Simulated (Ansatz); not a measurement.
**TaN: strain energy, fitted**

TaN, P-62m, a = 5.200 Å, c = 2.910 Å. Ansatz: r2SCAN, PAW, 500 eV, Γ-centred 12×12×12 mesh on 6 atoms, Gaussian smearing 0.10 eV; no spin polarisation. Series: strain along c alone, the other axes held, atoms relaxed; x is the strain in per cent. y is the free energy over the unstrained cell, V0 = 11.357 Å³/atom.

| x (%) | y (meV/atom) |
| --- | --- |
| -3.0 | 23.66 |
| -2.0 | ? |
| -1.0 | 2.51 |
| 0.0 | 0.00 |
| 1.0 | 2.37 |
| 2.0 | 9.35 |
| 3.0 | 20.63 |

**Question.** Fit y = c2 x² + c3 x³ to the other rows, turn c2 into a modulus, and predict the missing energy.

**Answer.** Least squares on the rows shown. y = 2.4594 x² − 0.056333 x³. In eV per unit strain² c2 is 24.59; this is C33 with relaxed ions (E = ½ C33 V0 ε²): 2 × 24.59 × 160.2 / (11.357) = 694 GPa. At x = -2.0 the fit asked for gives 10.29 meV/atom. The run gave 10.26 meV/atom, so the fit is 0.03 meV/atom too high, within twice the rms miss on the fitted rows (0.02 meV/atom).

Spin–orbit coupling is left out, which can shift energies with elements as heavy as these.